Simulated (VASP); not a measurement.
The system is HfO2.

```xyz
12
Lattice="5.1180 0.0000 0.0000 0.0000 5.1857 0.0000 -0.8587 0.0000 5.2139" Properties=species:S:1:pos:R:3 pbc="T T T"
Hf    1.2314    0.2059    1.0845
Hf    3.4573    2.7987    1.5224
Hf    3.0279    4.9798    4.1294
Hf    0.8021    2.3870    3.6914
O     1.8842    3.9313    2.5032
O     2.8045    1.3384    0.1038
O     2.3751    1.2544    2.7107
O     1.4549    3.8473    5.1101
O     0.0821    1.7196    1.8076
O     4.6066    4.3124    0.7993
O     4.1773    3.4661    3.4062
O    -0.3473    0.8733    4.4146
```

- Program: VASP 6.6.1
- Task: relaxation of cell and atoms
- Functional: PBE
- Potentials or basis: VASP PAW PBE potentials, release 64 (Hf_pv, O)
- Cutoff: 600 eV
- k mesh: 6 × 6 × 6
- Occupations: gaussian, width 0.03 eV
- Spin: no spin polarisation

At the start: pressure 2.4 GPa; volume 11.53 Å³/atom.

Where does the relaxation end?

Over 24 steps the energy falls by 3.2 meV/atom and the volume is 11.66 Å³/atom (+1.1 %); space group P2_1/c (No. 14, to 0.05 Å).

The path:
```
step  energy change (eV)  largest force (eV/Å)  pressure (GPa)  volume (Å³)
   1              0.0000                0.4574            2.42       138.38
   2              0.0035                0.4216           -3.93       141.90
   3             -0.0249                0.1883           -0.74       140.06
   4             -0.0337                0.1009            0.03       139.66
   5             -0.0337                0.1033            0.06       139.64
   6             -0.0362                0.0428            0.06       139.64
   7             -0.0368                0.0494            0.07       139.64
   8             -0.0372                0.0391            0.00       139.75
   9             -0.0372                0.0195            0.02       139.72
  10             -0.0373                0.0134           -0.07       139.78
  11             -0.0373                0.0136           -0.06       139.78
  12             -0.0374                0.0124            0.07       139.72
  13             -0.0374                0.0128            0.08       139.71
  14             -0.0375                0.0126            0.04       139.75
  15             -0.0376                0.0155           -0.07       139.83
  16             -0.0376                0.0152           -0.06       139.83
  17             -0.0377                0.0183           -0.01       139.83
  18             -0.0377                0.0305            0.07       139.82
  19             -0.0377                0.0250            0.03       139.82
  20             -0.0378                0.0202            0.01       139.84
  21             -0.0379                0.0205           -0.04       139.88
  22             -0.0380                0.0145            0.01       139.87
  23             -0.0380                0.0152            0.05       139.85
  24             -0.0381                0.0091           -0.02       139.89
```

Final structure:
```cif
data_structure
_symmetry_space_group_name_H-M 'P 1'
_symmetry_Int_Tables_number 1
_cell_length_a 5.1386
_cell_length_b 5.1904
_cell_length_c 5.3209
_cell_angle_alpha 90.000
_cell_angle_beta 99.686
_cell_angle_gamma 90.000
_cell_volume 139.89
loop_
_atom_site_label
_atom_site_type_symbol
_atom_site_fract_x
_atom_site_fract_y
_atom_site_fract_z
_atom_site_occupancy
Hf1 Hf 0.27587 0.04263 0.20792 1
Hf2 Hf 0.72413 0.54263 0.29208 1
Hf3 Hf 0.72413 0.95737 0.79208 1
Hf4 Hf 0.27587 0.45737 0.70792 1
O1 O 0.44901 0.75737 0.47740 1
O2 O 0.55099 0.25737 0.02260 1
O3 O 0.55099 0.24263 0.52260 1
O4 O 0.44901 0.74263 0.97740 1
O5 O 0.06767 0.32971 0.34733 1
O6 O 0.93233 0.82971 0.15267 1
O7 O 0.93233 0.67029 0.65267 1
O8 O 0.06767 0.17029 0.84733 1
```
